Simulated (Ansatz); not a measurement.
**N2 on Al (100)**

Aim: for Al, prepare the clean (100) slab, then adsorb N2 from several starts and take the binding apart.

Program: Ansatz 0.2.0. Level of theory: DFT PBE+D3(BJ), scalar-relativistic, plane waves, PAW. These are calculated values, not measurements.

1 further run of the same task is left out (set aside as unsound or not needed).

## (1) The structure to begin with

Symmetry: Fm-3m, No. 225, cubic system. Conventional cell: a = 3.983 Å, b = 3.983 Å, c = 3.983 Å, α = 90.00°, β = 90.00°, γ = 90.00°. Al (site symmetry m-3m) has 12 Al at 2.82 Å as nearest neighbours.

As a file:

```cif
data_structure
_symmetry_space_group_name_H-M 'Fm-3m'
_symmetry_Int_Tables_number 225
_cell_length_a 3.9827
_cell_length_b 3.9827
_cell_length_c 3.9827
_cell_angle_alpha 90.000
_cell_angle_beta 90.000
_cell_angle_gamma 90.000
_cell_volume 63.17
loop_
_atom_site_label
_atom_site_type_symbol
_atom_site_symmetry_multiplicity
_atom_site_Wyckoff_symbol
_atom_site_fract_x
_atom_site_fract_y
_atom_site_fract_z
_atom_site_occupancy
Al1 Al 4 a 0.00000 0.00000 0.00000 1
```

It is the result of an earlier relaxation at this level (volume 15.79 Å³/atom; gap on the mesh: none (metal)).

## (2) The slab

Planes are indexed in the bulk's conventional cell (Fm-3m (No. 225)), a = 3.983 Å, b = 3.983 Å, c = 3.983 Å, α = 90.00°, β = 90.00°, γ = 90.00°.

A (100) slab, 6.0 Å thick as cut, with 16 Å of vacuum, in a 2×2 surface cell; its outer planes are Al (top) and Al (bottom).

The slab as cut. Layers, bottom to top:

```csv
plane,atoms per cell,height over the lowest (Å)
1,Al4,0.00
2,Al4,1.99
3,Al4,3.98
4,Al4,5.97
```

## (3) Relaxing the clean slab

Input file input.yaml:

```yaml
crystal:
  lattice:
    - [5.6324246428, 0.0, 0.0]
    - [0.0, 5.6324246428, 0.0]
    - [0.0, 0.0, 21.9740884892]
  atoms:
    - { symbol: Al, position: [0.25, 0.25, 0.3640651581] }
    - { symbol: Al, position: [0.25, 0.75, 0.3640651581] }
    - { symbol: Al, position: [0.75, 0.25, 0.3640651581] }
    - { symbol: Al, position: [0.75, 0.75, 0.3640651581] }
    - { symbol: Al, position: [0.5, 0.5, 0.454688386] }
    - { symbol: Al, position: [0.5, 0.0, 0.454688386] }
    - { symbol: Al, position: [0.0, 0.5, 0.454688386] }
    - { symbol: Al, position: [0.0, 0.0, 0.454688386] }
    - { symbol: Al, position: [0.75, 0.75, 0.545311614] }
    - { symbol: Al, position: [0.75, 0.25, 0.545311614] }
    - { symbol: Al, position: [0.25, 0.75, 0.545311614] }
    - { symbol: Al, position: [0.25, 0.25, 0.545311614] }
    - { symbol: Al, position: [0.0, 0.0, 0.6359348419] }
    - { symbol: Al, position: [0.0, 0.5, 0.6359348419] }
    - { symbol: Al, position: [0.5, 0.0, 0.6359348419] }
    - { symbol: Al, position: [0.5, 0.5, 0.6359348419] }
basis:
  ecutwfc: 420
kpoints:
  mp_grid: { grid: [4, 4, 1] }
hamiltonian:
  xc: pbe
  dispersion: d3bj
scf:
  occupations: { method: gaussian, width: 0.1 }
output:
  forces: true
  eigenvalues: true
  write_density: true
  write_potential: true
  elf: true
  volumetric_format: npy
relax:
  adjacent_minimum: "off"
  f_tol: 0.03
  max_steps: 70
  constraints: [{ sites: [0, 1, 2, 3, 4, 5, 6, 7] }]
efield:
  axis: 3
  dipole_correction: true
  ramp_width: 0.04
```

On the command line:

```sh
ansatz run input.yaml --threads 2 --pin off --max-ram 6144MiB --backend cpu --events-out ev --progress --plain --runs-dir out
```

Further runs follow: N2, upright, over a bridge (Al-Al) site; N2, flat, over a bridge (Al-Al) site; N2, tilted, over a hollow over Al site; the lowest end once more, with its density; the slab alone, frozen as in the lowest end; the molecules alone, frozen as adsorbed.

Before running it: what results should come out? Wanted: clean slab: work function; N2: lowest end; interaction of the frozen parts; electrons moved above the midplane.

As calculated:

| quantity | value |
| --- | --- |
| clean slab: work function | 4.15 eV (top face), 4.17 eV (bottom face) |
| N2: lowest end | E_ads -0.09 eV, tilted start over top Al |
| interaction of the frozen parts | -0.08 eV a cell |
| cost of deforming the slab | 0.00 eV |
| cost of deforming and crowding the molecules | -0.01 eV |
| electrons moved above the midplane | -0.003 |

In words: N2 binds with 0.09 eV a molecule at best, which is physisorption. In all 0.02 electrons are rearranged, and 0.00 cross the midplane towards the slab. The final runs have no spin polarisation, so no magnetic state was tried and one may lie lower.
